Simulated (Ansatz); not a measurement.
An input for Ansatz 0.2.0 (AsP (honeycomb bilayer)):

```yaml
crystal:
  lattice:
    - [3.4395743765, 0.0, 0.0]
    - [-1.7197871883, 2.9787587883, 0.0]
    - [0.0, 0.0, 34.2]
  atoms:
    - { symbol: P, position: [0.3333333333, 0.6666666667, 0.4578477812] }
    - { symbol: As, position: [0.6666666667, 0.3333333333, 0.4192466198] }
    - { symbol: P, position: [0.0, 0.0, 0.5807533802] }
    - { symbol: As, position: [0.6666666667, 0.3333333333, 0.5422745579] }
  periodic: [true, true, false]
kpoints:
  mp_grid: { grid: [6, 6, 1] }
  band_path:
    path:
      - [0.0, 0.0, 0.0]
      - [0.5, 0.0, 0.0]
      - [0.3333333333, 0.3333333333, 0.0]
      - [0.0666666667, 0.0666666667, 0.0]
      - [0.35, 0.0, 0.0]
      - [0.25, 0.0, 0.0]
    npoints: 1
hamiltonian:
  xc: hse06
  pseudopotentials: { kind: paw, azcp: { folder: soft_1 } }
scf:
  occupations: { method: fixed }
  n_extra_bands: 5
output:
  eigenvalues: true
```

```sh
ansatz run input.yaml --threads 4 --pin off --max-ram 17510MiB --backend cpu --events-out ev --progress --plain --runs-dir out
```

Estimate wall time and host memory on 4 threads of Arm Neoverse V1, shared host.

It took 1.8 min; on shared hardware allow 54 s to 3.6 min. Peak host memory was 4.5 GiB. The sizes that set the cost: 6823 plane waves a state, 7 irreducible k points and 23 SCF cycles.

Exact exchange couples every pair of k points and filled bands, so it costs far more than a semilocal run.

[Paths, hosts, dates, memory and timing lines, banners, echoed tables and standing remarks are left out of the program output.]

[Logs are printed without paths, hosts, clocks, repeated set-up lines and the standing remarks that a program may print on its own settings, such as how far it seeks lower states.]

[Runs of the session that timed out or met a known fault of the program may be left out.]

[Cells called generated may have been cut or substituted from an entry of the Crystallography Open Database or the Materials Project.]

[Hosts, paths, dates, database ids (printed as entryN), source tags and the programs' standing remarks are cut or masked in the printed files.]
